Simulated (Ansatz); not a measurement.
Crystal: CuO.

```
Cu O
1.0
     2.83633    0.00000    0.00000
    -1.41816    2.45633    0.00000
     0.00000    0.00000    2.76811
Cu O
1 1
Direct
  0.00000 0.00000 0.00000
  0.66667 0.33333 0.50000
```

Measurements of this composition are mostly on another form, of space group No. 15.

- Program: Ansatz 0.2.0
- Task: relaxation of cell and atoms
- Functional: r2SCAN
- Potentials or basis: Ansatz PAW
- Cutoff: 500 eV (not typed: the program's choice for these potentials)
- k mesh: 11 × 11 × 10
- Occupations: fermi-dirac, width 0.05 eV
- Spin: no spin polarisation
- Hubbard terms: Cu d U = 5.3 eV

At the start: volume 9.64 Å³/atom.

Question: How do energy, volume and symmetry change on relaxing?

Answer: It ends after 7 steps and the volume is 9.48 Å³/atom (-1.7 %); space group P-6m2 (No. 187, to 0.05 Å).

Step by step:
```tsv
step	energy change (eV)	largest force (eV/Å)	volume (Å³)
1	0.0000	0.0000	19.29
2	-0.0254	0.0000	19.17
3	-0.0301	0.0000	18.92
4	-0.0301	0.0000	18.96
5	-0.0298	0.0000	18.96
6	-0.0298	0.0000	18.95
7	-0.0298	0.0000	18.95
```

Final structure:
```
Cu O
1.0
     2.86998    0.00000    0.00000
    -1.43499    2.48548    0.00000
     0.00000    0.00000    2.65723
Cu O
1 1
Direct
  0.00000 0.00000 0.00000
  0.66667 0.33333 0.50000
```

Caveat: the plane-wave basis is chosen anew once the cell has moved, so the energies of steps on either side of that aren't comparable; an odd number of electrons without spin polarisation forces a metal; a magnetic or distorted state may lie lower; the run has no spin polarisation, though such a crystal can be magnetic; U without spin polarisation on a metal has little footing; the PAW data sets come from PBE, with cores solved anew for the run's functional, which leaves a small shift of forces and pressure.
